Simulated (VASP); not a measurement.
A run of VASP 6.6.1 is set up as follows.

File INCAR:

```
PREC = Accurate
ENCUT = 520
EDIFF = 1E-7
ISMEAR = 0
SIGMA = 0.02
LREAL = F
LASPH = T
NELM = 80
ALGO = Fast
ISIF = 2
LWAVE = F
LCHARG = F
LDIPOL = T
IDIPOL = 3
DIPOL = 0.5 0.5 0.500
GGA = PE
IVDW = 12
NBANDS = 28
```

The input KPOINTS:

```
regular mesh
0
Gamma
  6 6 1
```

The input POSCAR:

```
PbO
1.0
    4.0122609442      0.0000000000      0.0000000000
    0.0000000000      4.0122609442      0.0000000000
    0.0000000000      0.0000000000     30.7493267952
Pb O
2 2
Direct
    0.5000000000      0.0000000000      0.4607547178
    0.0000000000      0.5000000000      0.5392452822
    0.0000000000      0.0000000000      0.5000000000
    0.5000000000      0.5000000000      0.5000000000
```

Potentials or basis: VASP PAW PBE potentials, release 64 (Pb_d, O).

Launch:

```sh
$ cat potpaw_PBE.64/Pb_d/POTCAR potpaw_PBE.64/O/POTCAR > POTCAR
$ mpirun -np 1 vasp_std > vasp.out
```

Q: Estimate the dispersion energy per atom.

A: -0.137 eV.

Q: Estimate the band gap on the k mesh.

A: 2.58 eV, direct.

Q: Predict the largest force.

A: 0.039 eV/Å.

Forces on the atoms (eV/Å):
```
Pb   0.000  0.000 -0.039
Pb   0.000  0.000  0.039
O    0.000  0.000  0.000
O    0.000  0.000  0.000
```

Caveat: spin-orbit coupling is left out, which as a rule narrows the gap of such compounds by several tenths of an eV. A hybrid or GW would open this gap; PBE tends to underestimate it.
